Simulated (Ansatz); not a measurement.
**Pb under changes of volume**

One of the cells (40.672 Å³/atom); the others are scaled copies at fixed shape and fractional positions:

```
CELL_PARAMETERS angstrom
0.00000 3.43900 3.43900
3.43900 0.00000 3.43900
3.43900 3.43900 0.00000
ATOMIC_POSITIONS crystal
Pb 0.25000 0.25000 0.25000
Pb 0.00000 0.00000 0.00000
```

This isn't the form of Pb at room conditions, which is fcc.

```yaml
Program: Ansatz 0.2.0
Functional: PBE0
Potentials_or_basis: Ansatz PAW
Cutoff: "420 eV (not typed: the program's choice for these potentials)"
k_mesh: 4 × 4 × 4
Occupations: fermi-dirac, width 0.05 eV
Spin: no spin polarisation
```

```tsv
volume (Å³/atom)	energy over the lowest point (meV/atom)	pressure (GPa)
38.232	41.47	3.7
39.045	25.16	2.8
39.859	13.30	1.9
40.672	?	?
41.486	1.12	0.5
42.299	0.00	-0.1
43.112	1.71	-0.6
```

Problem. What does the run at 40.672 Å³/atom give?

Solution. Energy over the lowest point 5.44 meV/atom; pressure 1.2 GPa.

Worked out: A Birch-Murnaghan fit of order 3 (a polynomial in V^(-2/3)) to the other rows has its minimum at 42.20 Å³/atom with B0 = V·E''(V) = 29 GPa and B' = 4.8. It gives 5.43 meV/atom at 40.672 Å³/atom, against the run's 5.44, and -dE/dV = 1.2 GPa, against 1.2.

Energies are extrapolated to zero smearing.

Caveats: all runs use coarse meshes; the PAW data sets come from PBE, with cores solved anew for the run's functional, which leaves a small shift of forces and pressure; the thresholds are loose for stress.
